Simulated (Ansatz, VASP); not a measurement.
## KTaO3 in VASP and in Ansatz

Contents of POSCAR:

```
KTaO3
1.0
    4.3326767065      0.0000000000      0.0000000000
    0.0000000000      4.3326767065      0.0000000000
    0.0000000000      0.0000000000      3.3794878311
K Ta O
1 1 3
Direct
    0.5000000000      0.5000000000      0.5000000000
    0.0000000000      0.0000000000      0.0000000000
    0.5000000000      0.0000000000      0.0000000000
    0.0000000000      0.5000000000      0.0000000000
    0.0000000000      0.0000000000      0.5000000000
```

The input INCAR.step1:

```
ALGO     = Normal         # electronic algorithm
EDIFF    = 1E-4           # SCF threshold, eV
ENCUT    = 520            # plane-wave cutoff, eV
GGA      = PE             # functional
ISMEAR   = 0              # smearing method
LASPH    = True           # aspherical terms in the spheres
LCHARG   = False          # write CHGCAR
LREAL    = False          # projectors in reciprocal space
LWAVE    = True           # write WAVECAR
NBANDS   = 27             # bands
NELM     = 60             # most SCF steps
PREC     = Accurate       # precision mode
SIGMA    = 0.05           # smearing width, eV
```

Contents of INCAR.step2:

```
ALGO     = Normal         # electronic algorithm
EDIFF    = 1E-6           # SCF threshold, eV
ENCUT    = 520            # plane-wave cutoff, eV
ISIF     = 2              # what is computed and relaxed
ISMEAR   = 0              # smearing method
ISTART   = 1            
LASPH    = True           # aspherical terms in the spheres
LCHARG   = True           # write CHGCAR
LELF     = True           # ELF
LMIXTAU  = True         
LREAL    = False          # projectors in reciprocal space
LVHAR    = True         
LWAVE    = False          # write WAVECAR
METAGGA  = R2SCAN         # meta-GGA
NBANDS   = 27             # bands
NELM     = 60             # most SCF steps
PREC     = Accurate       # precision mode
SIGMA    = 0.05           # smearing width, eV
```

KPOINTS

```
k-points
0
Gamma
  6 6 6
```

Input for Ansatz:

```yaml
crystal:
  lattice:
    - [4.3326767065, 0.0, 0.0]
    - [0.0, 4.3326767065, 0.0]
    - [0.0, 0.0, 3.3794878311]
  atoms:
    - { symbol: K, position: [0.5, 0.5, 0.5] }
    - { symbol: Ta, position: [0.0, 0.0, 0.0] }
    - { symbol: O, position: [0.5, 0.0, 0.0] }
    - { symbol: O, position: [0.0, 0.5, 0.0] }
    - { symbol: O, position: [0.0, 0.0, 0.5] }
basis:
  ecutwfc: 500
kpoints:
  mp_grid: { grid: [6, 6, 6] }
hamiltonian:
  xc: r2scan
scf:
  occupations: { method: gaussian, width: 0.05 }
output:
  forces: true
  stress: true
  eigenvalues: true
```

Alike in both runs: task single point; functional r2SCAN; k mesh 6 × 6 × 6; occupations gaussian, width 0.05 eV; no spin polarisation.

|  | VASP | Ansatz |
| --- | --- | --- |
| version | VASP 6.6.1 | Ansatz 0.2.0 |
| potentials or method | VASP PAW PBE potentials, release 64 (K_sv, Ta_pv, O) | scalar-relativistic, plane waves, PAW |
| plane-wave cutoff (eV) | 520 | 500 |
| valence electrons in the cell | 38 | 40 |

Ansatz gave:

```
gap on the k mesh at the Fermi level (eV) : 2.03
least direct gap on the mesh (eV)         : 2.22
```

Question: Estimate VASP's values.

Answer: gap on the k mesh at the Fermi level (eV): 2.00; least direct gap on the mesh (eV): 2.17.

The two sets of potentials don't hold the same shells in valence.

Caveats: spin-orbit coupling is left out, which moves the levels of the heavy elements. r2SCAN opens gaps a little over a GGA but as a rule still falls short of measured ones. A k mesh can miss the band edges.
